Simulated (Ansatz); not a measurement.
## Os under changes of volume

One of the cells (13.982 Å³/atom); the others are scaled copies at fixed shape and fractional positions:

```
Os
1.0
     2.73410    0.00000    0.00000
    -1.36705    2.36780    0.00000
     0.00000    0.00000    4.31970
Os
2
Direct
  0.66667 0.33333 0.75000
  0.33333 0.66667 0.25000
```

* Program: Ansatz 0.2.0
* Functional: LDA
* Potentials or basis: Ansatz PAW
* Cutoff: 420 eV (not typed: the program's choice for these potentials)
* k mesh: 11 × 11 × 6
* Occupations: fermi-dirac, width 0.05 eV
* Spin: spin-orbit coupling, no magnetisation

```tsv
volume (Å³/atom)	energy over the lowest point (meV/atom)	pressure (GPa)
13.143	35.00	20.7
13.423	8.57	9.9
13.703	0.00	0.2
13.982	?	?
14.262	28.70	-15.9
14.542	62.62	-22.7
14.821	107.63	-28.7
```

**Question.** What does the run at 13.982 Å³/atom give?

**Answer.** Energy over the lowest point 7.30 meV/atom; pressure -8.3 GPa.

Worked out: A Birch-Murnaghan fit of order 3 (a polynomial in V^(-2/3)) to the other rows has its minimum at 13.71 Å³/atom with B0 = V·E''(V) = 443 GPa and B' = 4.7 at fixed shape and positions, which overstates the stiffness. It gives 7.27 meV/atom at 13.982 Å³/atom, against the run's 7.30, and -dE/dV = -8.4 GPa, against -8.3.

Energies are extrapolated to zero smearing.

Caveats: the PAW data sets come from PBE, with cores solved anew for the run's functional, which leaves a small shift of forces and pressure.
